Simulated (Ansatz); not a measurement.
Structure types of Li were relaxed at one common pressure (all-electron LAPW in Ansatz 0.2.0 under PBE, scalar-relativistic, no spin polarisation, zero temperature). They take these volumes:

| type | space group | V (Å³/atom) |
| --- | --- | --- |
| fcc | Fm-3m | 8.51 |
| bcc | Im-3m | 8.55 |
| hcp | P6_3/mmc | 8.52 |
| omega | P6/mmm | 8.46 |
| beta tin | I4_1/amd | 8.25 |
| simple hexagonal | P6/mmm | 8.28 |

Problem. At about which pressure, and is the densest type also the lowest in enthalpy?

Solution. 51 GPa. The densest is beta tin, and it is 13 meV/atom above fcc: its gain in pV doesn't pay for its higher energy here.
